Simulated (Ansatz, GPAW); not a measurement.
This is a calculation of SrO for Ansatz 0.2.0. 

The input input.yaml:

```yaml
crystal:
  lattice:
    - [0.0, 2.5663, 2.5663]
    - [2.5663, 0.0, 2.5663]
    - [2.5663, 2.5663, 0.0]
  atoms:
    - { symbol: Sr, position: [0.5, 0.5, 0.5] }
    - { symbol: O, position: [0.0, 0.0, 0.0] }
kpoints:
  mp_grid: { grid: [9, 9, 9] }
scf:
  occupations: { method: gaussian, width: 0.025 }
hamiltonian:
  xc: pbe
  pseudopotentials: { kind: all_electron, lapw: { basis_error: 0.001 } }
output:
  forces: true
  stress: true
  eigenvalues: true
```

Potentials or basis: all-electron LAPW, scalar-relativistic.

Launch:

```bash
$ ansatz run input.yaml --threads 1 --pin off --max-ram 3072MiB --backend cpu --events-out ev --progress --plain --runs-dir out
```

**Question.** What does the same run look like in GPAW 26.7.0 (ASE script)? Potentials or basis there: GPAW PAW data sets (gpaw-data 1.2.1), cutoff 800 eV.

**Answer.** As run (cutoffs and basis follow the program's own potentials, and thresholds, step limits or extra output files can differ):

run.py

```python
from ase.dft.bandgap import bandgap
from ase.io import read, write
from ase.units import GPa
from gpaw import GPAW, PW

atoms = read('POSCAR')

calc = GPAW(mode=PW(800),
            xc='PBE',
            kpts={'size': (9, 9, 9), 'gamma': True},
            occupations={'name': 'methfessel-paxton', 'order': 0, 'width': 0.025},
            nbands=16,
            convergence={'density': 1e-05, 'energy': 1e-05},
            maxiter=150,
            txt='gpaw.txt')
atoms.calc = calc
energy = atoms.get_potential_energy()
forces = atoms.get_forces()
stress = atoms.get_stress()
calc.write('gs.gpw')
write('result.traj', atoms)
print(f'Energy: {energy:.6f} eV')
print('Forces (eV/A):')
print(forces.round(4))
print('Stress (GPa):', (stress / GPa).round(3))
print('Fermi level:', round(calc.get_fermi_level(), 4), 'eV')
print(f'Gap: {bandgap(calc)[0]:.4f} eV, direct: {bandgap(calc, direct=True)[0]:.4f} eV')
```

The input POSCAR:

```
SrO
1.0
    0.0000000000      2.5663000000      2.5663000000
    2.5663000000      0.0000000000      2.5663000000
    2.5663000000      2.5663000000      0.0000000000
Sr O
1 1
Direct
    0.5000000000      0.5000000000      0.5000000000
    0.0000000000      0.0000000000      0.0000000000
```

Potentials or basis: GPAW PAW data sets (gpaw-data 1.2.1), pw.

Command:

```sh
$ OMP_NUM_THREADS=1 python run.py
```

Both were run:

|  | Ansatz | GPAW |
| --- | --- | --- |
| Pressure | 3.3 GPa | 3.8 GPa |

Where Ansatz's input types no cutoff or centring, it takes its own default and a Γ-centred mesh.

Pressure is positive in compression.
